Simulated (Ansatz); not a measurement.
Eu:

```
Eu
1.0
    -2.30300    2.30300    2.30300
     2.30300   -2.30300    2.30300
     2.30300    2.30300   -2.30300
Eu
1
Direct
  0.00000 0.00000 0.00000
```

Alike in all runs: program Ansatz 0.2.0; functional PBE; potentials or basis Ansatz PAW; cutoff 420 eV (not typed: the program's choice for these potentials); k mesh 7 × 7 × 7; occupations fermi-dirac, width 0.05 eV.

Q: Only the start or the spin constraint differs. Which run ends lowest in energy?
A. collinear spin, ferromagnetic start of up to 3.5 μB; fixed moment 3.5
B. collinear spin, ferromagnetic start of up to 7 μB; fixed moment 7
C. collinear spin, ferromagnetic start of up to 5.2 μB; fixed moment 5.2
D. collinear spin, ferromagnetic start of up to 1.8 μB; fixed moment 1.8
E. collinear spin, ferromagnetic start of up to 8.8 μB; fixed moment 8.8
F. collinear spin, program default start; fixed moment 0

A: B.

| start | free energy over the lowest (meV/atom) | net moment (μB) | site or absolute moments (μB) | gap |
| --- | --- | --- | --- | --- |
| collinear spin, ferromagnetic start of up to 10.5 μB; fixed moment 10.5 | 14192.6 | 10.50 | Eu +9.28 | - |
| collinear spin, ferromagnetic start of up to 3.5 μB; fixed moment 3.5 | 2874.0 | 3.50 | Eu +4.66 | - |
| collinear spin, ferromagnetic start of up to 8.8 μB; fixed moment 8.8 | 376.8 | 8.80 | Eu +7.79 | - |
| collinear spin, ferromagnetic start of up to 1.8 μB; fixed moment 1.8 | 4756.0 | 1.80 | Eu +2.92 | - |
| collinear spin, program default start; fixed moment 0 | 7359.6 | 0.00 | - | - |
| collinear spin, ferromagnetic start of up to 7 μB; fixed moment 7 | 0.0 | 7.00 | Eu +6.92 | - |
| collinear spin, ferromagnetic start of up to 14 μB; fixed moment 14 | 48083.1 | 14.00 | Eu +12.73 | - |
| collinear spin, ferromagnetic start of up to 5.2 μB; fixed moment 5.2 | 855.9 | 5.20 | Eu +5.98 | - |

All polarised runs hold their moment fixed, so the table maps the energy against it. A still lower state may exist.

Caveats: spin-orbit coupling is left out, which moves the levels of the heavy elements; the total moment is fixed, so each spin has its own Fermi level.
